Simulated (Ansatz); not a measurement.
## rocksalt-structured RbCl: a workflow

**What was measured.** A cell as deposited of cubic RbCl (space group Fm-3m), temperature not stated, from the Crystallography Open Database (1969, doi:10.1177/000271625731300103), has a = 6.579 Å and 35.59 Å³/atom.

Level of theory: DFT, PBEsol, scalar-relativistic, no spin polarisation; plane waves to 420 eV with PAW datasets (Ansatz 0.2.0), 8×8×8 k-mesh, Gaussian smearing of 0.05 eV. The datasets are Ansatz's generated set soft_2.

The start was a prototype's sites filled with these elements; the Crystallography Open Database holds the compound in this structure.

Starting cell, 0 % under the database's volume:

```yaml
crystal:
  lattice:
    - [0.00000, 3.28488, 3.28488]
    - [3.28488, 0.00000, 3.28488]
    - [3.28488, 3.28488, 0.00000]
  atoms:
    - { symbol: Rb, position: [0.50000, 0.50000, 0.50000] }
    - { symbol: Cl, position: [0.00000, 0.00000, 0.00000] }
```

The runs in order:

```
run   level  k-mesh        kind  V (Å³/atom)  P (GPa)  E − E(final) (meV/atom)  gap on the mesh (eV)
  1  PBEsol   8×8×8  fixed cell        35.45     -0.2                      0.3                  4.86
  2  PBEsol   8×8×8  fixed cell        35.30     -0.1                      0.1                  4.87
  3  PBEsol   8×8×8  fixed cell        35.02      0.0                      0.0                  4.90
```

The final structure (symmetry read at 0.01 Å). The structure is cubic, space group Fm-3m (No. 225). The conventional cell has a = 6.543 Å, b = 6.543 Å, c = 6.543 Å, α = 90.00°, β = 90.00°, γ = 90.00°. Around Rb (site symmetry m-3m) lie 6 Cl at 3.27 Å. Around Cl (site symmetry m-3m) lie 6 Rb at 3.27 Å. (Neighbours are counted to 15 % beyond the shortest distance.)

```csv
atom,site,symmetry,x,y,z
Rb,4b,m-3m,0.5000,0.0000,0.0000
Cl,4a,m-3m,0.0000,0.0000,0.0000
```

- At the final geometry the gap, band path included, is 4.90 eV.
- The equation of state gives B0 = 16.5 GPa and B0′ = 5.2.
- The elastic tensor is positive definite (smallest eigenvalue 5.1 GPa).
- Against the elements' standard states, run alike and uncorrected, the formation energy is -1.99 eV/atom.

**Why it comes out so.**

Formal charges Rb⁺, Cl⁻ balance and leave closed shells on every ion, so a band insulator is expected, and the gap is 4.90 eV.

Within 0.6 eV of the edges the projected states are 98 % Cl 3p at the top of the valence band and 81 % Rb 5s at the bottom of the conduction band. Crossing the gap moves an electron from the anion's filled p shell to the metal's empty orbitals, as in ionic insulators.

Shannon's ionic radii give a check on the bond lengths: Rb⁺ with 6 neighbours 1.52 Å + Cl⁻ 1.81 Å = 3.33 Å against a computed mean of 3.27 Å. Sums and bonds agree within 3 %, so ion sizes set the bond lengths.

**Comparison.** The computed cell (6.543 Å, 35.02 Å³/atom) differs from the database's by −1.6 % in volume, about −0.5 % in length. PBEsol was built to cure PBE's overestimate of volumes, and the static lattice lacks thermal expansion.

Kohn–Sham gaps of semilocal functionals lie under measured ones, often by a third or more.
